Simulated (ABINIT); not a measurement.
# A GW chain in ABINIT: BN (P6_3mc), part 3 of 3

Wanted: ground state, empty states, screening and self-energy for BN (P6_3mc).

ABINIT 10.8.3; PBEsol and many-body steps on it, plane waves. Known limits of the many-body steps: not at the basis limit; coarse k mesh.

So far. Step 4 (Empty states on the mesh, 3×3×2 mesh, 21 bands): On this mesh the gap is 5.041 eV. Step 5 (Screening, 3×3×2 mesh, 17 bands, screening to 87.1 eV): Local fields lower ε∞ by 3 %. On a Γ-centred mesh this coarse the value itself is usually too large, while a short band sum pulls it down.

The database entry behind the starting cell has ideal inner coordinates that were not refined, so it need not match the best structure at ambient conditions.

## Step 6: Self-energy, 3×3×2 mesh, 17 bands, screening to 87.1 eV

The self-energy is evaluated for the states that the input lists, and the levels follow from it, in one-shot runs by the linearised quasiparticle equation.

This step: G0W0 on PBEsol, plane waves, norm-conserving pseudopotentials.

Contents of run.abi:

```
acell 3*1.0 Angstrom
rprim 
  2.536000000002 -0.000000000000 0.000000000000
  -1.268000000000 2.196240423999 0.000000000000
  0.000000000000 0.000000000000 4.199000000000
ntypat 2
znucl 5 7
natom 4
typat 1 1 2 2
xred 
  0.666666666667 0.333333333333 0.000000000000
  0.333333333333 0.666666666667 0.500000000000
  0.666666666667 0.333333333333 0.375000000000
  0.333333333333 0.666666666667 0.875000000000
pp_dirpath "pseudos"
pseudos "B.upf, N.upf"
ecut 36
ngkpt 3 3 2
nshiftk 1
shiftk 0 0 0
kptopt 1
chksymbreak 0
istwfk *1
occopt 1
irdwfk 1
optdriver 4
nband 17
gwcalctyp 0
ecutsigx 36
symsigma 1
nkptgw 2
kptgw 
  0.0000000000 0.0000000000 0.0000000000
  0.3333333333 0.3333333333 0.0000000000
bdgw 
  7 10
  7 11
ecuteps 3.2
irdscr 1
ppmodel 1
indata_prefix "in"
outdata_prefix "out"
tmpdata_prefix "tmp"
```

The run is started by

```
OMP_NUM_THREADS=1 mpirun -n 4 abinit run.abi > log
```

Numbers of over 12 decimals in the logs are rounded to 6 here.

The program printed:

```text
.Version 10.8.3 of ABINIT. v10.8.2 released Aug 2026.

 Symmetries : space group P6_3 m c (#186); Bravais hP (primitive hexag.)
[... echo of the input left out ...]
== DATASET  1 ==================================================================
-   mpi_nproc: 4, omp_nthreads: 1 (-1 if OMP is not activated)

--- !DatasetInfo
iteration_state: {dtset: 1, }
dimensions: {natom: 4, nkpt: 6, mband: 17, nsppol: 1, nspinor: 1, nspden: 1, mpw: 1677, }
cutoff_energies: {ecut:  36.0, pawecutdg:  -1.0, }
electrons: {nelect:   1.60000000E+01, charge:   0.00000000E+00, occopt:   1.00000000E+00, tsmear:   1.00000000E-02, }

 SIGMA: Calculation of the GW corrections

 Based on a program developped by R.W. Godby, V. Olevano, G. Onida, and L. Reining.
 Incorporated in ABINIT by V. Olevano, G.-M. Rignanese, and M. Torrent.
.Using double precision arithmetic ; gwpc =  8

[... cell and pseudopotentials left out ...]
--------------------------------------------------------------------------------

 ==== K-mesh for the wavefunctions ====
 Number of points in the irreducible wedge :     6
[... list of points left out ...]
 Together with 12 symmetry operations and time-reversal symmetry
 yields    18 points in the full Brillouin Zone.

 ==== Q-mesh for screening function ====
 Number of points in the irreducible wedge :     6
[... list of points left out ...]
 Together with 12 symmetry operations and time-reversal symmetry
 yields    18 points in the full Brillouin Zone.

 vcoul_init : cutoff-mode = AUXILIARY_FUNCTION
 q-points for optical limit:   1
     1)      0.000010    0.000020    0.000030
 setmesh: FFT mesh size selected  =    27x   27x   48
          total number of points  =        34992

 Number of electrons calculated from density =   16.0000; Expected =   16.0000
 average of density, n =  0.101379
 r_s =    1.3304
 omega_plasma =   30.7135 [eV]

 === KS Band Gaps ===
  >>>> For spin  1
   Minimum direct gap =   8.4459 [eV], located at k-point      :   0.0000  0.0000  0.0000
   Fundamental gap    =   5.0411 [eV], Top of valence bands at :   0.0000  0.0000  0.0000
                                       Bottom of conduction at :   0.3333  0.3333  0.0000
 SIGMA fundamental parameters:
 PLASMON POLE MODEL  1
 number of plane-waves for SigmaX                 1677
 number of plane-waves for SigmaC and W             37
 number of plane-waves for wavefunctions          1677
 number of bands                                    17
 number of independent spin polarizations            1
 number of spinorial components                      1
 number of k-points in IBZ                           6
 number of q-points in IBZ                           6
 number of symmetry operations                      12
 number of k-points in BZ                           18
 number of q-points in BZ                           18
 number of frequencies for dSigma/dE                 9
 frequency step for dSigma/dE [eV]                0.25
 number of omega for Sigma on real axis              0
 max omega for Sigma on real axis  [eV]           0.00
 zcut for avoiding poles [eV]                     0.10

 EPSILON^-1 parameters (SCR file):
 dimension of the eps^-1 matrix on file             37
 dimension of the eps^-1 matrix used                37
 number of plane-waves for wavefunctions          1677
 number of bands                                    17
 number of q-points in IBZ                           6
 number of frequencies                               2
 number of real frequencies                          1
 number of imag frequencies                          1

 matrix elements of self-energy operator (all in [eV])

 Perturbative Calculation

--- !SelfEnergy_ee
iteration_state: {dtset: 1, }
kpoint     : [   0.000,    0.000,    0.000, ]
spin       : 1
KS_gap     :    8.446
QP_gap     :   10.902
Delta_QP_KS:    2.456
data: !SigmaeeData |
     Band     E0 <VxcDFT>   SigX SigC(E0)      Z dSigC/dE  Sig(E)    E-E0       E
        7   8.522 -18.525 -22.211   4.206   0.837  -0.195 -18.090   0.435   8.957
        8   8.522 -18.525 -22.211   4.206   0.837  -0.195 -18.090   0.435   8.957
        9  16.968 -13.576  -6.745  -3.463   0.858  -0.165 -10.685   2.891  19.859
       10  16.968 -13.576  -6.745  -3.463   0.858  -0.165 -10.685   2.891  19.859

--- !SelfEnergy_ee
iteration_state: {dtset: 1, }
kpoint     : [   0.333,    0.333,    0.000, ]
spin       : 1
KS_gap     :   10.530
QP_gap     :   13.077
Delta_QP_KS:    2.547
data: !SigmaeeData |
     Band     E0 <VxcDFT>   SigX SigC(E0)      Z dSigC/dE  Sig(E)    E-E0       E
        7   3.033 -16.107 -21.018   4.574   0.822  -0.217 -16.383  -0.276   2.758
        8   3.033 -16.108 -21.018   4.574   0.822  -0.217 -16.383  -0.276   2.758
        9  13.563 -12.056  -6.379  -3.068   0.870  -0.149  -9.785   2.271  15.835
       10  22.069 -15.753  -7.525  -4.195   0.831  -0.204 -12.402   3.351  25.420
       11  22.069 -15.753  -7.525  -4.195   0.831  -0.204 -12.402   3.351  25.420

== END DATASET(S) ==============================================================
================================================================================

 -outvars: echo values of variables after computation  --------
           etotal      0.0000000000E+00
            nband          17
             nkpt           6
          spgroup         186
 [... the other variables as echoed above ...]

 Calculation completed.
```

Wall time 1.8 s (4 MPI ranks of Arm Neoverse V2, shared host); peak memory 0.08 GiB; 6.8 s of CPU time.

This step gave:

| Property | Result |
| --- | --- |
| G0W0 gap on the points computed | 6.878 eV |
| starting gap on the mesh | 5.041 eV |
| k of the valence top | 0, 0, 0 |
| k of the conduction bottom | 0.3333, 0.3333, 0 |
| Z at the valence top | 0.837 |
| Z at the conduction bottom | 0.87 |
| least direct G0W0 gap on the computed points | 10.90 eV |

The gap on the mesh goes from 5.04 eV to 6.88 eV, a correction of +1.84 eV.

Limits: finite bands, cutoff and mesh; coarse k mesh. v1 is the top filled band, c1 the lowest empty one. Levels before and after the correction, in eV, zero at the valence-band top of each column:

```tsv
	conduction bottom	valence top
Kohn-Sham	5.04	0.00
G0W0	6.88	0.00
```

```tsv
	level	energy (eV)
Kohn-Sham	Γ v2-v1	0.000
Kohn-Sham	Γ c1-c2	8.446
Kohn-Sham	(0.333 0.333 0) v2-v1	-5.489
Kohn-Sham	(0.333 0.333 0) c1	5.041
Kohn-Sham	(0.333 0.333 0) c2-c3	13.547
G0W0	Γ v2-v1	0.000
G0W0	Γ c1-c2	10.902
G0W0	(0.333 0.333 0) v2-v1	-6.199
G0W0	(0.333 0.333 0) c1	6.878
G0W0	(0.333 0.333 0) c2-c3	16.463
```

## Step 7: Where the time went

Times are wall times on 4 MPI ranks of Arm Neoverse V2, shared host, good to a factor of about two.

```tsv
step	time	share	memory (GiB)
ground state	8 s	35 %	0.27
bands along the symmetry lines	8.6 s	38 %	0.26
empty states on the mesh	2.4 s	10 %	0.07
screening	1.9 s	8 %	0.08
self-energy	1.8 s	8 %	0.08
```

## Step 8: What came out

- PBEsol gap: 5.04 eV, indirect
- G0W0 gap on the mesh: 6.88 eV
- GW settings: 3×3×2 mesh, 17 bands, screening to 87.1 eV, Godby-Needs plasmon pole
- known limits: not at the basis limit; coarse k mesh

**Reading.** G0W0 moves the gap on the mesh from 5.04 eV to 6.88 eV (+1.84 eV), with Z of 0.84 and 0.87 at the edges. Local fields lower the RPA ε∞ on this mesh from 5.31 to 5.17; a Γ-centred mesh this coarse tends to raise both, most where the direct gap is narrow, while a short band sum lowers them. Only 2 of the mesh's irreducible points were corrected, so a valley elsewhere could overtake. Bands and cutoff are finite, so the gap is not at the basis limit. The miss can reach some tenths of an eV and take either sign; the mesh is an error of its own. In the G0W0 run levels were corrected at 2 k points alone, so a gap called «on the mesh» is the least over those, and an edge elsewhere would be missed. The 3×3×2 mesh is coarse for this cell, which bears on the long-range parts of exchange and screening.

[Paths, hosts, dates, memory and timing lines, banners, echoed tables and standing remarks are left out of the program output.]

[Logs are printed without paths, hosts, clocks, repeated set-up lines and the standing remarks that a program may print on its own settings, such as how far it seeks lower states.]

[Runs of the session that timed out or met a known fault of the program may be left out.]

[Hosts, paths, dates, database ids (printed as entryN), source tags and the programs' standing remarks are cut or masked in the printed files.]

[G0W0 gaps are taken among the corrected bands and points alone; a level outside them can change the order at an edge.]

[Where Ansatz stands beside ABINIT at settings called matched, ABINIT's density can come from a denser mesh and the files from another edition; pairs whose starting gaps differed by over 0.03 eV were left out, so agreement reads better than it is.]
